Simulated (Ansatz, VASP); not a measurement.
**GePt in VASP and in Ansatz**

File INCAR:

```
SYSTEM = GePt
PREC = Accurate ; ENCUT = 600
EDIFF = 1E-6 ; ISMEAR = 0
SIGMA = 0.1 ; LREAL = .False.
LASPH = .True. ; NELM = 100
ALGO = Normal ; ISIF = 3
LWAVE = .False. ; LCHARG = .False.
GGA = PE ; IBRION = 2
NSW = 100 ; EDIFFG = -0.01
```

File KPOINTS:

```
regular mesh
0
Gamma
  18 18 18
  0 0 0
```

The input POSCAR:

```
GePt
1.0
    0.0000000000      2.5823318500      2.5823318500
    2.5823318500      0.0000000000      2.5823318500
    2.5823318500      2.5823318500      0.0000000000
Ge Pt
1 1
Direct
    0.0000000000      0.0000000000      0.0000000000
    0.5000000000      0.5000000000      0.5000000000
```

Input for Ansatz:

```yaml
crystal:
  lattice:
    - [0.0, 2.58233185, 2.58233185]
    - [2.58233185, 0.0, 2.58233185]
    - [2.58233185, 2.58233185, 0.0]
  atoms:
    - { symbol: Ge, position: [0.0, 0.0, 0.0] }
    - { symbol: Pt, position: [0.5, 0.5, 0.5] }
basis:
  ecutwfc: 420
kpoints:
  mp_grid: { grid: [18, 18, 18] }
hamiltonian:
  xc: pbe
scf:
  occupations: { method: gaussian, width: 0.1 }
output:
  forces: true
  stress: true
  eigenvalues: true
  write_density: true
  write_potential: true
  elf: true
  volumetric_format: npy
relax:
  adjacent_minimum: "off"
  f_tol: 0.01
  max_steps: 80
  cell: { stress_tol: 0.05 }
```

Change from the starting cell: species swapped into the ScAs type (Fm-3m, No. 225).

Alike in both runs: task relaxation of cell and atoms; functional PBE; k mesh 18 × 18 × 18; occupations gaussian, width 0.1 eV; no spin polarisation.

|  | VASP | Ansatz |
| --- | --- | --- |
| version | VASP 6.6.1 | Ansatz 0.2.0 |
| potentials or method | VASP PAW PBE potentials, release 64 (Ge_d, Pt) | scalar-relativistic, plane waves, PAW |
| plane-wave cutoff (eV) | 600 | 420 |
| valence electrons in the cell | 24 | 32 |

|  | VASP | Ansatz | Ansatz less VASP |
| --- | --- | --- | --- |
| gap on the k mesh at the Fermi level, each at its own relaxed structure (eV) | none | none | - |
| relaxed volume (Å³/atom) | 17.72 | 17.70 | -0.020 |
| relaxed cell length with the largest relative difference (Å) | 3.687 | 3.686 | -0.0014 |
| energy change over the relaxation (meV/atom) | -6 | -6 | +0.3 |

A gap of «none» marks a metal or a gap that the smearing closes. The two sets of potentials don't hold the same shells in valence.

Spin-orbit coupling is left out, which matters for the levels of Pt.
